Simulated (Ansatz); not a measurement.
WC: experiment and calculation

**What was measured.**

From “Reflectance spectral studies of spark plasma sintered tungsten carbide pellet”, 2024, arxiv:2411.15754, for a ceramic of WC: lattice constant a 2.906 Å; lattice constant c 2.837 Å.

The results are compared with them further down.

Level of theory: DFT PBEsol, scalar-relativistic, plane waves, PAW in Ansatz.

Cutoff 420 eV; k points 18×18×14 on the computed 2-atom cell (Γ-centred); Gaussian smearing, width 0.10 eV; no spin polarisation.

Relaxed structure, symmetry kept:

```cif
data_structure
_symmetry_space_group_name_H-M 'P-6m2'
_symmetry_Int_Tables_number 187
_cell_length_a 2.8984
_cell_length_b 2.8984
_cell_length_c 2.8278
_cell_angle_alpha 90.000
_cell_angle_beta 90.000
_cell_angle_gamma 120.000
_cell_volume 20.57
loop_
_atom_site_label
_atom_site_type_symbol
_atom_site_symmetry_multiplicity
_atom_site_Wyckoff_symbol
_atom_site_fract_x
_atom_site_fract_y
_atom_site_fract_z
_atom_site_occupancy
W1 W 1 a 0.00000 0.00000 0.00000 1
C1 C 1 f 0.66667 0.33333 0.50000 1
```

| Quantity | Value |
| --- | --- |
| Space group | P-6m2 (No. 187) |
| Volume per atom | 10.29 Å³ |
| Formation energy from the elements' standard states (uncorrected) | -0.236 eV/atom |
| Kohn–Sham band gap | none (metal) |
| Density of states at the Fermi level | 0.30 states/eV per cell |
| Löwdin character within 0.5 eV of the Fermi level | W 5d 73 %, C 2p 21 % |
| Bulk modulus | 406 GPa |
| Its pressure derivative | 4.2 |
| Bader charges (e) | W (1 in the cell) 1.39, C (1 in the cell) -1.39 |

Spin-orbit coupling is left out, which matters for the bands of heavy elements.

A measured lattice constant a of WC is 2.906 Å (ceramic; the paper above); the calculated 2.898 Å misses it by -0.3 %. A measured lattice constant c of WC is 2.837 Å (ceramic; the paper above); the calculated 2.828 Å misses it by -0.3 %. The calculation is for 0 K without zero-point motion.